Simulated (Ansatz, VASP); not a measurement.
# PbS (Galena): VASP beside Ansatz

Wanted: the spread between two codes on one cell, functional and k mesh. The cell is taken from a series of VASP runs on this material, whose earlier steps may have relaxed, scaled or displaced it; both programs get it as it stands.

Program: Ansatz 0.2.0. Level of theory: plane waves, with VASP 6.6.1 beside it; relaxation of cell and atoms at r2SCAN. Results are calculated unless marked as measured.

## (1) The starting structure

The structure is cubic, space group Fm-3m (No. 225). The conventional cell has a = 5.971 Å, b = 5.971 Å, c = 5.971 Å, α = 90.00°, β = 90.00°, γ = 90.00°. Nearest to Pb lie 6 S at 2.99 Å. Nearest to S lie 6 Pb at 2.99 Å. Farther neighbours and most contacts between anions are not listed.

As a file:

```cif
data_structure
_symmetry_space_group_name_H-M 'P 1'
_symmetry_Int_Tables_number 1
_cell_length_a 4.2220
_cell_length_b 4.2220
_cell_length_c 4.2220
_cell_angle_alpha 60.000
_cell_angle_beta 60.000
_cell_angle_gamma 60.000
_cell_volume 53.21
loop_
_atom_site_label
_atom_site_type_symbol
_atom_site_fract_x
_atom_site_fract_y
_atom_site_fract_z
_atom_site_occupancy
Pb1 Pb 0.00000 0.00000 0.00000 1
S2 S 0.50000 0.50000 0.50000 1
```

## (2) VASP: relaxation of cell and atoms, r2SCAN

The relaxed volume is the usual yardstick between codes: its relative difference is about their pressure difference at one cell divided by the bulk modulus.

Lines of VASP's logs that name or quote its potential files are left out, and so is its time.

File INCAR:

```
SYSTEM = PbS
PREC = Accurate
ENCUT = 500
EDIFF = 1E-07
NELM = 100
ISMEAR = 0
SIGMA = 0.03
LREAL = .FALSE.
ALGO = Normal
METAGGA = R2SCAN
LASPH = .TRUE.
NBANDS = 16
LORBIT = 11
LWAVE = .FALSE.
LCHARG = .FALSE.
KPAR = 4
IBRION = 2
NSW = 50
ISIF = 3
EDIFFG = -0.002
```

File POSCAR:

```
PbS
1.0
    0.0000000000      2.9853913009      2.9853913009
    2.9853913009      0.0000000000      2.9853913009
    2.9853913009      2.9853913009      0.0000000000
Pb S
1 1
Direct
    0.0000000000      0.0000000000      0.0000000000
    0.5000000000      0.5000000000      0.5000000000
```

File KPOINTS:

```
Automatic mesh
0
Gamma
6 6 6
0 0 0
```

PAW data sets: Pb_d and S (PBE family, release 64).

Run with:

```
mpirun -np 4 vasp_std
```

Numbers of over 12 decimals in the logs are rounded to 6 here.

Log:

```text
[banner, memory and clock lines left out]
running    4 mpi-ranks, on    1 nodes
 distrk:  each k-point on    1 cores,    4 groups
 distr:  one band on    1 cores,    1 groups

 POSCAR found type information on POSCAR PbS
 POSCAR found :  2 types and       2 ions
|                                                                             |
|               ----> ADVICE to this user running VASP <----                  |
|                                                                             |
|     You enforced a specific xc type in the INCAR file but a different       |
|     [... a line on the potential file left out ...]
|     I HOPE YOU KNOW WHAT YOU ARE DOING!                                     |
|                                                                             |

 LDA part: xc-table for (None), standard interpolation
 POSCAR, INCAR and KPOINTS ok, starting setup
 FFT: planning ... GRIDC
 FFT: planning ... GRID_SOFT
 FFT: planning ... GRID
 WAVECAR not read
 entering main loop
       N       E                     dE             d eps       ncg     rms          rms(c)
DAV:   1     0.936867684791E+02    0.93687E+02   -0.97786E+03   520   0.130E+03
DAV:   2    -0.600334787194E+02   -0.15372E+03   -0.14982E+03   576   0.325E+02
DAV:   3    -0.704733050953E+02   -0.10440E+02   -0.10342E+02   648   0.866E+01
DAV:   4    -0.707029595567E+02   -0.22965E+00   -0.22957E+00   680   0.156E+01
DAV:   5    -0.707124998602E+02   -0.95403E-02   -0.95401E-02   712   0.275E+00    0.452E+00
DAV:   6    -0.656012893106E+02    0.51112E+01   -0.23346E+00   640   0.265E+01    0.371E+00
DAV:   7    -0.655955427395E+02    0.57466E-02   -0.29419E-01   640   0.459E+00    0.235E+00
DAV:   8    -0.656093717826E+02   -0.13829E-01   -0.19582E-02   712   0.193E+00    0.838E-01
DAV:   9    -0.656129380770E+02   -0.35663E-02   -0.66785E-03   616   0.913E-01    0.219E-01
DAV:  10    -0.656129442638E+02   -0.61868E-05   -0.97010E-04   672   0.516E-01    0.948E-02
DAV:  11    -0.656130955413E+02   -0.15128E-03   -0.26304E-04   648   0.140E-01    0.483E-02
DAV:  12    -0.656130700049E+02    0.25536E-04   -0.14282E-04   656   0.189E-01    0.192E-02
DAV:  13    -0.656130713008E+02   -0.12959E-05   -0.43251E-06   648   0.168E-02    0.458E-03
DAV:  14    -0.656130701309E+02    0.11699E-05   -0.27712E-06   688   0.250E-02    0.122E-03
DAV:  15    -0.656130701283E+02    0.25807E-08   -0.43692E-08   472   0.230E-03
   1 F= -.65613070E+02 E0= -.65613070E+02  d E =-.656131E+02
 curvature:   0.00 expect dE= 0.000E+00 dE for cont linesearch  0.000E+00
 trial: gam= 0.00000 g(F)=  0.366E-65 g(S)=  0.420E-04 ort = 0.000E+00 (trialstep = 0.100E+01)
 search vector abs. value=  0.420E-04
 bond charge predicted
       N       E                     dE             d eps       ncg     rms          rms(c)
DAV:   1    -0.656136045544E+02   -0.53442E-03   -0.16987E-02   656   0.220E+00    0.134E-01
DAV:   2    -0.656131533925E+02    0.45116E-03   -0.97973E-04   680   0.521E-01    0.491E-02
DAV:   3    -0.656130827498E+02    0.70643E-04   -0.29133E-04   656   0.290E-01    0.115E-02
DAV:   4    -0.656130824343E+02    0.31545E-06   -0.75274E-06   632   0.253E-02    0.876E-03
DAV:   5    -0.656130814144E+02    0.10200E-05   -0.11095E-06   648   0.110E-02    0.274E-03
DAV:   6    -0.656130810579E+02    0.35651E-06   -0.15331E-07   576   0.308E-03    0.465E-04
DAV:   7    -0.656130812600E+02   -0.20211E-06   -0.25403E-08   352   0.169E-03    0.220E-04
DAV:   8    -0.656130813072E+02   -0.47223E-07   -0.43358E-09   328   0.903E-04
   2 F= -.65613081E+02 E0= -.65613081E+02  d E =-.111789E-04
 trial-energy change:   -0.000011  1 .order   -0.000013   -0.000042    0.000017
 step:   0.6828(harm=  0.7142)  dis= 0.00000  next Energy=   -65.613084 (dE=-0.139E-04)
 bond charge predicted
       N       E                     dE             d eps       ncg     rms          rms(c)
DAV:   1    -0.656131361572E+02   -0.54897E-04   -0.17086E-03   648   0.694E-01    0.427E-02
DAV:   2    -0.656130893394E+02    0.46818E-04   -0.98670E-05   672   0.166E-01    0.156E-02
DAV:   3    -0.656130828537E+02    0.64857E-05   -0.29328E-05   672   0.919E-02    0.365E-03
DAV:   4    -0.656130834940E+02   -0.64031E-06   -0.75450E-07   616   0.800E-03    0.278E-03
DAV:   5    -0.656130840243E+02   -0.53026E-06   -0.10096E-07   456   0.353E-03    0.720E-04
DAV:   6    -0.656130841489E+02   -0.12462E-06   -0.26778E-08   304   0.154E-03    0.111E-04
DAV:   7    -0.656130840975E+02    0.51391E-07   -0.59047E-09   288   0.919E-04
   3 F= -.65613084E+02 E0= -.65613084E+02  d E =-.139692E-04
 curvature:  -0.35 expect dE=-0.411E-07 dE for cont linesearch -0.411E-07
 trial: gam=-0.04987 g(F)=  0.454E-59 g(S)=  0.116E-06 ort = 0.221E-05 (trialstep = 0.937E+00)
 search vector abs. value=  0.423E-09
 reached required accuracy - stopping structural energy minimisation
```

OUTCAR, selected parts (step 2):

```text
ion  position               nearest neighbor table
   1  0.000  0.000  0.000-   2 2.99   2 2.99   2 2.99   2 2.99   2 2.99   2 2.99
   2  0.500  0.500  0.500-   1 2.99   1 2.99   1 2.99   1 2.99   1 2.99   1 2.99

  LATTYP: Found a face centered cubic cell.
 ALAT       =     5.9707826018

 Subroutine GETGRP returns: Found 48 space group operations
 (whereof 48 operations were pure point group operations)

The static configuration has the point symmetry O_h .

 Found     16 irreducible k-points:

   k-points           NKPTS =     16   k-points in BZ     NKDIM =     16   number of bands    NBANDS=     16

   dimension x,y,z NGX =    32 NGY =   32 NGZ =   32
   dimension x,y,z NGXF=    64 NGYF=   64 NGZF=   64

   ENCUT  =  500.0 eV  36.75 Ry    6.06 a.u.   7.70  7.70  7.70*2*pi/ulx,y,z

   NELECT =      20.0000    total number of electrons

 k-points in reciprocal lattice and weights: Automatic mesh
   0.00000000  0.00000000  0.00000000       0.005
   0.16666667  0.00000000  0.00000000       0.037
   0.33333333  0.00000000  0.00000000       0.037
   0.50000000  0.00000000  0.00000000       0.019
   0.16666667  0.16666667  0.00000000       0.028
   0.33333333  0.16666667  0.00000000       0.111
   0.50000000  0.16666667  0.00000000       0.111
  -0.33333333  0.16666667  0.00000000       0.111
  -0.16666667  0.16666667  0.00000000       0.056
[...]
-0.33333333  0.33333333  0.16666667       0.111
  -0.33333333  0.50000000  0.16666667       0.056

 average (electrostatic) potential at core
       1 -97.9490       2 -88.5783

 E-fermi :   5.6218

 k-point     1 :       0.0000    0.0000    0.0000
  band No.  band energies     occupation
    ...
      6      -8.5974      2.00000
      7      -0.7207      2.00000
      8       3.2001      2.00000
      9       3.2001      2.00000
     10       3.2001      2.00000
     11      10.9184      0.00000
     12      10.9184      0.00000
     13      10.9184      0.00000
     14      12.6142      0.00000
     15      12.6142      0.00000
    ...

 k-point     2 :       0.1667    0.0000    0.0000
  band No.  band energies     occupation
    ...
      6      -8.3673      2.00000
      7      -1.4928      2.00000
      8       3.2744      2.00000
      9       3.2744      2.00000
     10       3.7828      2.00000
     11       9.1287      0.00000
     12       9.7260      0.00000
     13       9.7260      0.00000
     14      12.5205      0.00000
     15      13.2284      0.00000
    ...

 k-point     3 :       0.3333    0.0000    0.0000
  band No.  band energies     occupation
    ...
      6      -7.7915      2.00000
      7      -2.8516      2.00000
      8       3.4629      2.00000
      9       3.4629      2.00000
     10       4.7227      2.00000
     11       7.1547      0.00000
     12       8.2533      0.00000
     13       8.2533      0.00000
     14      13.2261      0.00000
     15      14.6700      0.00000
    ...

  Total        0.0012684      0.0012684      0.0012684      0.0000000      0.0000000     -0.0000000
  in kB        0.0381445      0.0381445      0.0381445      0.0000000      0.0000000     -0.0000000
  external PRESSURE =       0.0381445 kB  Pullay stress =       0.0000000 kB

  energy-cutoff  :      500.00
  volume of cell :       53.28
      direct lattice vectors                 reciprocal lattice vectors
     0.000000000  2.986576050  2.986576050    -0.167415794  0.167415794  0.167415794
     2.986576050  0.000000000  2.986576050     0.167415794 -0.167415794  0.167415794
     2.986576050  2.986576050  0.000000000     0.167415794  0.167415794 -0.167415794

 POSITION                                       TOTAL-FORCE (eV/Angst)
 -----------------------------------------------------------------------------------
      0.00000      0.00000      0.00000         0.000000      0.000000      0.000000
      2.98658      2.98658      2.98658        -0.000000     -0.000000     -0.000000
 -----------------------------------------------------------------------------------
    total drift:                                0.000000     -0.000000     -0.000000

  FREE ENERGIE OF THE ION-ELECTRON SYSTEM (eV)
  ---------------------------------------------------
  free  energy   TOTEN  =       -65.6130840975 eV

  energy  without entropy=      -65.6130840975  energy(sigma->0) =      -65.61308410

 reached required accuracy - stopping structural energy minimisation

 total charge
# of ion       s       p       d       tot
------------------------------------------
    1        1.487   0.477   9.839  11.803
    2        1.336   2.365   0.000   3.700
--------------------------------------------------
tot          2.823   2.841   9.839  15.503

[... 3 further parts left out ...]
```

The run keeps the 48 symmetry operations of its start, so it cannot find a distortion of lower symmetry.

## (3) Ansatz: relaxation of cell and atoms, r2SCAN

Ansatz runs on its default PAW (the set named soft_2) files.

The same cell, functional, mesh and smearing now go to Ansatz, which takes its cutoff from its data sets.

File input.yaml:

```yaml
crystal:
  lattice:
    - [0.0, 2.9853913009, 2.9853913009]
    - [2.9853913009, 0.0, 2.9853913009]
    - [2.9853913009, 2.9853913009, 0.0]
  atoms:
    - { symbol: Pb, position: [0.0, 0.0, 0.0] }
    - { symbol: S, position: [0.5, 0.5, 0.5] }
hamiltonian:
  xc: r2scan
  pseudopotentials: { kind: paw }
kpoints:
  mp_grid: { grid: [6, 6, 6] }
scf:
  occupations: { method: gaussian, width: 0.03 }
relax:
  f_tol: 0.01
  max_steps: 60
  cell: { stress_tol: 0.05 }
output:
  forces: true
  stress: true
```

Run with:

```
ansatz run input.yaml --threads 4 --pin off --max-ram 9216MiB --backend cpu --events-out ev --progress --plain --runs-dir out
```

Log:

```text
Engine: ansatz 0.2.0, aarch64-unknown-linux-gnu
Pseudopotentials: kind: paw
Pseudopotential: Pb, paw, valence charge 14, recommended cutoff 500 eV (meta_gga), Pb.paw.azcp
Pseudopotential: S, paw, valence charge 6, recommended cutoff 500 eV (meta_gga), S.paw.azcp
Functional definition: r2SCAN
  parameter k0 = 0.174
  parameter k1 = 0.065
  parameter a1 = 4.9479
  exchange = r2scan_x(k0 = k0, k1 = k1, a1 = a1)
  correlation = r2scan_c
Crystal: 2 atoms, lattice volume = 53.215 Å³
Basis set: ecut = 500 eV, 1363 PW (Γ), exchange–correlation on 128×128×128 points (64 copies of the dense FFT grid, shifted against one another)
Bands: 14, of which v1, the nominal top of the filled ones, is band 10 counted from 1 (9 counted from 0)
Symmetry: 48 space group operations
Space group: Fm-3m (ITA 225), of the structure as read, at distance tolerance 3.8e-5 Å
k-points: 16 of 216
Non-local potential: Pb, projectors of the file, l = 0: 2, l = 1: 2, l = 2: 2, l = 3: 2
Non-local potential: S, projectors of the file, l = 0: 2, l = 1: 2, l = 2: 2
PAW form: soft (Blöchl's): semilocal exchange-correlation on the pseudo side does not see the compensation charge
PAW frozen core: Pb, regenerated for the run's functional (the file was generated under x = pbe(κ = 0.804, μ = 0.219515), c = pbe(β = 0.066725))
PAW frozen core: S, regenerated for the run's functional (the file was generated under x = pbe(κ = 0.804, μ = 0.219515), c = pbe(β = 0.066725))
PAW one-centre angular grid: Pb, 590 points (default); XC on 160 Gauss nodes
PAW one-centre angular grid: S, 302 points (default); XC on 160 Gauss nodes
Initial density: superposition of atomic densities (neutral atoms: chi_scale 0, normalization atom), corrected by the library's trained network
Initial wavefunctions: pseudopotential atomic-orbital guess
Functional: x = r2scan, c = r2scan; τ floored in thin density (d = 2e-4 eV/Å³)
SCF iter   1: F=—  HF=-12827.998553 eV  |F-HF|=—  |Δ(HF+E_count)|=         —  Δρ=6.13e-3  dr2=1.38e-2  dr2_τ=2.95e-3  ethr=1.77e-3  ⟨swp⟩=6.3  Hψ=1377  notcnv=0
preconditioner: auto → none  [insulator: Δε(μ)=0.675 eV  Ē_g=16.231 eV  σ=0.030 eV  W_gap=1.00  n_scr=14 (ndim 8)  ℏωp=22.8 eV  f_vac=0.001  D(μ)=0.00/eV (n_scr^D=0)  ε∞_Penn≈3.0]
SCF iter   2: F=—  HF=-12828.003353 eV  |F-HF|=—  |Δ(HF+E_count)|=   4.80e-3  Δρ=2.07e-3  dr2=1.86e-3  dr2_τ=1.02e-4  ethr=6.90e-5  ⟨swp⟩=2.1  Hψ=577  notcnv=0
SCF iter   3: F=—  HF=-12828.003452 eV  |F-HF|=—  |Δ(HF+E_count)|=   9.95e-5  Δρ=7.75e-4  dr2=2.51e-4  dr2_τ=1.45e-5  ethr=9.29e-6  ⟨swp⟩=2.7  Hψ=294  notcnv=0
SCF iter   4: F=—  HF=-12828.003433 eV  |F-HF|=—  |Δ(HF+E_count)|=   1.90e-5  Δρ=2.65e-4  dr2=5.69e-5  dr2_τ=5.36e-6  ethr=1.26e-6  ⟨swp⟩=2.4  Hψ=339  notcnv=0
SCF iter   5: F=—  HF=-12828.003425 eV  |F-HF|=—  |Δ(HF+E_count)|=   8.57e-6  Δρ=5.97e-5  dr2=7.21e-7  dr2_τ=3.40e-8  ethr=2.85e-7  ⟨swp⟩=2.1  Hψ=275  notcnv=0
SCF iter   6: F=-12828.003425 eV  HF=-12828.003425 eV  |F-HF|=4.23e-8  |Δ(HF+E_count)|=   5.68e-7  Δρ=9.14e-6  dr2=7.78e-8  dr2_τ=2.96e-9  ethr=5.00e-10  ⟨swp⟩=5.0  Hψ=830  notcnv=0
SCF 1 converged in 6 iterations: F = -12828.003425 eV  dr2 = 7.78e-8
  greatest PAW one-centre occupation: 0.981 electrons in one spin orbital (limit 2), on the Pb atom at site 0 (counted from 0), in its partial waves of l = 2
relax step   1: F+E_penalty+E_count = -12828.00342524 eV  Δ(F+E_penalty+E_count) = +0.000e0 eV  max|allowed force component| = 1.578e-29 eV/Å  Δτ_max = 0.0000 Å  P = +0.091 GPa  Ω = 53.215 Å³  (6 SCF iters, dr2 threshold 1.00e-7 eV, accepted)
[...]
relax step   2: F+E_penalty+E_count = -12828.00342946 eV  Δ(F+E_penalty+E_count) = -4.218e-6 eV  max|allowed force component| = 1.315e-30 eV/Å  Δτ_max = 0.0000 Å  P = -0.055 GPa  Ω = 53.350 Å³  energy of the carried Pulay correction = -1.048e-5 eV  (6 SCF iters, dr2 threshold 2.09e-8 eV, accepted)
[...]
relax step   3: F+E_penalty+E_count = -12828.00344234 eV  Δ(F+E_penalty+E_count) = -1.287e-5 eV  max|allowed force component| = 1.101e-30 eV/Å  Δτ_max = 0.0000 Å  P = -0.001 GPa  Ω = 53.299 Å³  energy of the carried Pulay correction = -6.524e-6 eV  (5 SCF iters, dr2 threshold 7.69e-9 eV, accepted)
[...]
relax step   4: F+E_penalty+E_count = -12828.00344956 eV  Δ(F+E_penalty+E_count) = -7.229e-6 eV  max|allowed force component| = 7.806e-31 eV/Å  Δτ_max = 0.0000 Å  P = -0.000 GPa  Ω = 53.299 Å³  stress off target by 4.13e-4 GPa  SCF on the basis re-selected at this cell (its energy is not comparable with the rows above)  (4 SCF iters)
basis re-selected at this cell: Δ(F+E_penalty+E_count) = -7.229e-6 eV, ΔP = +0.000 GPa vs the last step (what re-selecting the basis moved, of the pressure what is left beyond the Pulay correction that the steps carried, after the strain that the cell walked since its last selection, with what the two solves' SCF thresholds leave and, on support functions, any second-order correction that the steps lacked; it is no m [...]
SCF converged after 4 iterations
Free energy (F): -12828.003450 eV
Harris-Foulkes:  -12828.003450 eV  (|F-HF|=0.00e0)
Internal energy: -12828.003450 eV  (E = F + TS)
E sigma→0 (E₀):  -12828.003450 eV
Fermi energy:    8.325925 eV
--- Per-component energies (eV) ---
  E_band       = -72.003448
  E_kinetic    = 392.371147
  E_local      = -1238.700668  (includes V_loc(G=0)·N_el)
  E_nonlocal   = 379.074907
  E_hartree    = 481.820903
  E_xc         = -300.607449
  E_vxc        = -239.980529  (∫ρ·V_xc dr)
  E_paw        = -11040.205829  (= ΣΔE_a)
  E_vpaw       = -343.307283  (= ΣTr[D̂ρ^β])
  E_aug_tail   = 0.000020  (compensation charges beyond the density's cutoff)
  E_vtau       = 14.897143  (kinetic-family band-sum trace: ∫τ·v_τ [+ j·A + Jᵃ·Aᵃ] dr)
  E_ewald      = -1502.612217
  E_core_change = 0.855736  (= ΣΔE_core)
  E_smearing   = -0.000000  (= −TS)
  E_closure    = 0.000000  (closes the sum)
  Σ components = -12828.003450   (vs F -12828.003450, Δ=0.00e0)
--- Forces (eV/Å), atoms counted from 1 ---
  atom   1  Pb    -0.00000000     0.00000000     0.00000000
  atom   2  S      0.00000000    -0.00000000    -0.00000000
  max |Σ_I F_I| component: 1.33e-30 eV/Å
--- Stress (GPa, compression-positive) ---
       -0.000413      -0.000000      -0.000000
        0.000000      -0.000413       0.000000
       -0.000000      -0.000000      -0.000413
  P = ⅓ Tr σ = -0.0004 GPa (-0.004 kbar)
--- Relaxed structure (3 steps of the walk, 3 accepted, 1 SCFs on fresh bases) ---
  F+E_penalty+E_count = -12828.00344956 eV   max|allowed force component| = 7.806e-31 eV/Å   (the final SCF, on the basis selected at the relaxed cell)
  cell:  # Å, volume = 53.2987 Å³
    - [0, 2.986956, 2.986956]
    - [2.986956, 0, 2.986956]
    - [2.986956, 2.986956, 0]
  atoms:
    - { symbol: Pb, position: [0, 0, 0] }
    - { symbol: S, position: [0.5, 0.5, 0.5] }
```

The job ended after 3.2 s (4 threads of Arm Neoverse V1, shared host; peak memory 0.46 GiB).

## (4) Side by side

Known differences besides the potentials themselves: VASP keeps PBE cores, Ansatz makes them for the functional; both relaxations stop at a tolerance, which leaves soft axes loose, and VASP keeps its plane-wave basis; Ansatz adds a Pulay correction to the stress that steers its cell, VASP none. Total energies have different zeros and are not compared.

Compared:

| quantity | Ansatz | VASP | difference |
| --- | --- | --- | --- |
| volume (Å³) | 53.30 | 53.28 | +0.04 % |
| edge a after relaxation, in the typed setting (Å) | 4.224 | 4.224 | +0.01 % |

The walks stopped with 0.00 GPa left in Ansatz and 0.00 GPa in VASP; each walk ends within a tolerance, so the volume difference is uncertain by about these residues over the bulk modulus, most in soft cells.

## (5) What came out

```yaml
difference_in_volume_relaxation_of_cell_and_atoms_r2scan: 0.038 %
```

**Reading.** The difference in volume is 0.038 % (relaxation of cell and atoms, r2SCAN), within the 1.2 % picked in this series as the mark of a large difference, as far as the stopping tolerances let one tell. How closely two codes agree says nothing of how well the functional describes the real material.

[Lines on the potential files, build, host, timing and source positions are cut from VASP's logs without a mark.]

[Logs are printed without paths, hosts, clocks, repeated set-up lines and the standing remarks that a program may print on its own settings, such as how far it seeks lower states.]

[Hosts, paths, dates, database ids (printed as entryN), source tags and the programs' standing remarks are cut or masked in the printed files.]
